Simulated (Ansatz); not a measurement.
**AlRu under changes of volume**

One of the cells (13.387 Å³/atom); the others are scaled copies at fixed shape and fractional positions:

```
Ru Al
1.0
     2.99160    0.00000    0.00000
     0.00000    2.99160    0.00000
     0.00000    0.00000    2.99160
Ru Al
1 1
Direct
  0.50000 0.50000 0.50000
  0.00000 0.00000 0.00000
```

| Property | Result |
| --- | --- |
| Program | Ansatz 0.2.0 |
| Functional | PBE |
| Potentials or basis | Ansatz PAW |
| Cutoff | 420 eV (not typed: the program's choice for these potentials) |
| k mesh | 9 × 9 × 9 |
| Occupations | fermi-dirac, width 0.05 eV |
| Spin | no spin polarisation |

| volume (Å³/atom) | energy over the lowest point (meV/atom) | pressure (GPa) |
| --- | --- | --- |
| 12.584 | 49.21 | 17.8 |
| 12.851 | 24.42 | 12.1 |
| 13.119 | 8.54 | 7.1 |
| 13.387 | ? | ? |
| 13.655 | 0.00 | -1.5 |
| 13.922 | 5.80 | -5.2 |
| 14.190 | 17.41 | -8.5 |

**Question.** What does the run at 13.387 Å³/atom give?

**Answer.** Energy over the lowest point 0.67 meV/atom; pressure 2.5 GPa.

Worked out: A Birch-Murnaghan fit of order 3 (a polynomial in V^(-2/3)) to the other rows has its minimum at 13.55 Å³/atom with B0 = V·E''(V) = 204 GPa and B' = 4.5. It gives 0.66 meV/atom at 13.387 Å³/atom, against the run's 0.67, and -dE/dV = 2.5 GPa, against 2.5.

Energies are extrapolated to zero smearing.
